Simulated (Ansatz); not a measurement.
# Strain response of BiTe

Theory: DFT r2SCAN, scalar-relativistic, plane waves, PAW (Ansatz 0.2.0). (500 eV cutoff, 10×10×8 k-mesh, Gaussian smearing of 0.10 eV, no spin polarisation)

Starting point, cell and atoms relaxed:

```
Bi Te
1.0
     3.23327    3.23327    0.00000
    -3.23327    3.23327    0.00000
     0.00000    0.00000    6.46655
Bi Te
2 2
Cartesian
  0.0000 0.0000 0.0000
  0.0000 3.2333 3.2333
  0.0000 3.2333 0.0000
  0.0000 0.0000 3.2333
```

Deformation: c alone is stretched, the rest of the cell is held and the atoms relax, all within the symmetry that the strain leaves. Energies are extrapolated to zero smearing. On this cell's mesh the reference holds a stress of up to 0.36 GPa.

Spin–orbit coupling is left out, which can shift energies with elements as heavy as these.

| strain (%) | ΔE (meV/atom) | a (Å) | b (Å) | c (Å) |
| --- | --- | --- | --- | --- |
| -4.5 | 30.6 | 4.573 | 4.573 | 6.176 |
| -3.0 | 14.4 | 4.573 | 4.573 | 6.273 |
| -1.5 | 4.5 | 4.573 | 4.573 | 6.370 |
| +0.0 | 0.0 | 4.573 | 4.573 | 6.467 |
| +1.5 | 1.7 | 4.573 | 4.573 | 6.564 |
| +3.0 | 8.6 | 4.573 | 4.573 | 6.661 |
| +4.5 | 19.6 | 4.573 | 4.573 | 6.758 |

Q: Does one stiffness describe the whole range?

A: No: the innermost pair of points gives (1/V) d²E/dε² = 130 GPa and a cubic fit over all points 117 GPa, so terms beyond the third order count over this range.